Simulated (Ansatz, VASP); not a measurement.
C: VASP beside Ansatz

```xyz
2
Lattice="0.0000 1.7643 1.7643 1.7643 0.0000 1.7643 1.7643 1.7643 0.0000" Properties=species:S:1:pos:R:3 pbc="T T T"
C     1.7643    1.7643    1.7643
C     2.6465    2.6465    2.6465
```

Alike in both runs: functional PBEsol; k mesh 10 × 10 × 10; no spin polarisation.

Ansatz relaxed the structure, and its values are those at the end. VASP's run is a single point on that final structure, the one shown.

```csv
,VASP,Ansatz
version,VASP 6.6.1,Ansatz 0.2.0
potentials or method,"VASP PAW PBE potentials, release 64 (C)","PAW with Ansatz's default frozen-core files, scalar-relativistic"
plane-wave cutoff (eV),520,420
occupations,"gaussian, width 0.01 eV",fixed
valence electrons in the cell,8,8
```

Ansatz gave:

| Property | Result |
| --- | --- |
| pressure (GPa) | 10.0 |

Q: What did VASP give for the same quantities?

A: Pressure (GPa): 11.2.

Caveats: the PAW data sets were made with another functional, which shifts forces and pressure a little (VASP).
